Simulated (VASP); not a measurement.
Input of a VASP 6.6.1 run:

Contents of INCAR:

```
SYSTEM = W
PREC = Accurate
ENCUT = 520
EDIFF = 1E-7
ISMEAR = 0
SIGMA = 0.15
LREAL = .False.
LASPH = .True.
NELM = 100
ALGO = Fast
ISIF = 2
LWAVE = .False.
LCHARG = .True.
GGA = PE
LELF = .True.
LVHAR = .True.
NBANDS = 13
```

Contents of KPOINTS:

```
Automatic mesh
0
Gamma
  20 20 20
  0 0 0
```

The input POSCAR:

```
W
1.0
    0.0000000000      2.0909000000      1.9691000000
    2.0909000000      0.0000000000      1.9691000000
    2.0909000000      2.0909000000      0.0000000000
W
1
Direct
    0.0000000000      0.0000000000      0.0000000000
```

Potentials or basis: VASP PAW PBE potentials, release 64 (W_sv).

Launch:

```sh
$ cat potpaw_PBE.64/W_sv/POTCAR > POTCAR
$ mpirun -np 1 vasp_std > vasp.out
```

Q: Predict the band gap on the k mesh.

A: None (metal or under the smearing width).

Q: Predict the pressure.

A: -11.7 GPa.

Stress tensor (GPa, compression positive):
```
 -6.24   0.00   0.00
  0.00  -6.24   0.00
  0.00   0.00 -22.59
```

The run has no spin-orbit coupling, so splittings on W are missing.
